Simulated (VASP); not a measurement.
Output of a VASP run:

File OSZICAR:
```
       N       E                     dE             d eps       ncg     rms          rms(c)
DAV:   1    -0.126077722360E+04   -0.12608E+04   -0.11669E+04   128   0.113E+03
DAV:   2    -0.140090084142E+04   -0.14012E+03   -0.13947E+03   160   0.267E+02
DAV:   3    -0.140497891725E+04   -0.40781E+01   -0.40755E+01   152   0.526E+01
DAV:   4    -0.140501790416E+04   -0.38987E-01   -0.38981E-01   176   0.415E+00
DAV:   5    -0.233495069934E+02    0.13817E+04   -0.35065E+00   144   0.182E+01    0.912E+00
DAV:   6    -0.209399739037E+02    0.24095E+01   -0.84131E+00   128   0.276E+01    0.444E+00
DAV:   7    -0.211655404945E+02   -0.22557E+00   -0.17243E+00   136   0.978E+00    0.357E+00
DAV:   8    -0.211295824766E+02    0.35958E-01   -0.71009E-02   160   0.267E+00    0.182E+00
DAV:   9    -0.211232351537E+02    0.63473E-02   -0.51486E-02   128   0.209E+00    0.837E-01
DAV:  10    -0.211272963483E+02   -0.40612E-02   -0.32896E-03   136   0.631E-01    0.500E-01
DAV:  11    -0.211302047495E+02   -0.29084E-02   -0.17175E-03   136   0.365E-01    0.326E-01
DAV:  12    -0.211325774876E+02   -0.23727E-02   -0.91085E-04   128   0.252E-01    0.210E-01
DAV:  13    -0.211340336444E+02   -0.14562E-02   -0.29516E-04   136   0.144E-01    0.129E-01
DAV:  14    -0.211348465699E+02   -0.81293E-03   -0.13912E-04   128   0.980E-02    0.796E-02
DAV:  15    -0.211352853590E+02   -0.43879E-03   -0.74766E-05   136   0.669E-02    0.505E-02
DAV:  16    -0.211355172913E+02   -0.23193E-03   -0.41506E-05   128   0.464E-02    0.328E-02
DAV:  17    -0.211356381354E+02   -0.12084E-03   -0.22803E-05   128   0.333E-02    0.215E-02
DAV:  18    -0.211357002023E+02   -0.62067E-04   -0.12101E-05   120   0.239E-02    0.142E-02
DAV:  19    -0.211357316645E+02   -0.31462E-04   -0.62807E-06   120   0.173E-02    0.943E-03
DAV:  20    -0.211357474548E+02   -0.15790E-04   -0.31742E-06   120   0.122E-02    0.631E-03
DAV:  21    -0.211357553219E+02   -0.78671E-05   -0.15578E-06   104   0.861E-03    0.424E-03
DAV:  22    -0.211357592201E+02   -0.38982E-05   -0.80740E-07   104   0.654E-03    0.289E-03
DAV:  23    -0.211357611494E+02   -0.19293E-05   -0.38703E-07   104   0.444E-03    0.197E-03
DAV:  24    -0.211357620991E+02   -0.94968E-06   -0.18623E-07    96   0.308E-03
   1 F= -.21135762E+02 E0= -.21135762E+02  d E =-.207023E-27
```

**OUTCAR**
```
------------------------ aborting loop because EDIFF is reached ----------------------------------------
  FORCE on cell =-STRESS in cart. coord.  units (eV):
  Direction    XX          YY          ZZ          XY          YZ          ZX
  --------------------------------------------------------------------------------------
  Total       -0.7981833     -0.7981833     -0.7981833      0.0000000     -0.0000000      0.0000000
  in kB      -22.2154454    -22.2154454    -22.2154454      0.0000000     -0.0000000      0.0000000
  external PRESSURE =     -22.2154454 kB  Pullay stress =       0.0000000 kB
  volume of cell :       57.56
      direct lattice vectors                 reciprocal lattice vectors
     0.000000000  3.064616000  3.064616000    -0.163152578  0.163152578  0.163152578
     3.064616000  0.000000000  3.064616000     0.163152578 -0.163152578  0.163152578
     3.064616000  3.064616000  0.000000000     0.163152578  0.163152578 -0.163152578
 POSITION                                       TOTAL-FORCE (eV/Angst)
 -----------------------------------------------------------------------------------
      0.00000      0.00000      0.00000        -0.000000     -0.000000     -0.000000
      1.53231      1.53231      1.53231         0.000000      0.000000      0.000000
      4.59692      4.59692      4.59692        -0.000000      0.000000     -0.000000
 -----------------------------------------------------------------------------------
    total drift:                               -0.000000     -0.000000      0.000000
  FREE ENERGIE OF THE ION-ELECTRON SYSTEM (eV)
  ---------------------------------------------------
  free  energy   TOTEN  =       -21.1357620991 eV

  energy  without entropy=      -21.1357620991  energy(sigma->0) =      -21.13576210

  exchange ACFDT corr.  =         0.00000000  see jH, gK, PRB 81, 115126
```
(Selected blocks of OUTCAR.)

**POSCAR**
```
BaF2
1
    0.0000000000     3.0646160000     3.0646160000
    3.0646160000     0.0000000000     3.0646160000
    3.0646160000     3.0646160000     0.0000000000
Ba F
1 2
Direct
  0.0000000000   0.0000000000   0.0000000000
  0.2500000000   0.2500000000   0.2500000000
  0.7500000000   0.7500000000   0.7500000000
```

Question: Reconstruct the remaining input files.

Answer: One answer among several that fit: the input of the run itself, PBE0 hybrid, plane waves, VASP's PBE PAW potentials (set 64).

**KPOINTS**
```
Automatic mesh
0
Gamma
3 3 3
0 0 0
```

### INCAR
```
! general
SYSTEM   = BaF2
PREC     = Accurate
ENCUT    = 400
LREAL    = .FALSE.   ! projection in real space or not
LASPH    = .TRUE.   ! aspherical one-centre terms
ISYM     = 3

! electronic loop
EDIFF    = 1E-6   ! SCF stop (eV)
NELM     = 100
ALGO     = Normal   ! blocked Davidson
LMAXMIX  = 4

! smearing
ISMEAR   = 0   ! Gaussian
SIGMA    = 0.01

! functional
GGA      = PE
LHFCALC  = .TRUE.
AEXX     = 0.25
HFRCUT   = -1
PRECFOCK = Fast

! ions
ISIF     = 2   ! forces and stress, cell fixed

! output
LWAVE    = .FALSE.
LCHARG   = .FALSE.
```

POTCAR, in this order: Ba_sv F (PBE.64 set). Program: vasp_std.

At this cut-off the stress carries a Pulay error, which pulls relaxed volumes low.

The structure comes from a computed database's BaF2 entry; how it stands against other phases isn't given here. The cell was not relaxed at this level. The k-mesh is coarse (spacing up to 0.59 per Å, 2π included), so the numbers may not be converged in it. The run is one of a series of settings (KPOINTS 3×3×3 Γ-centred mesh against the base run), some of them coarse on purpose.
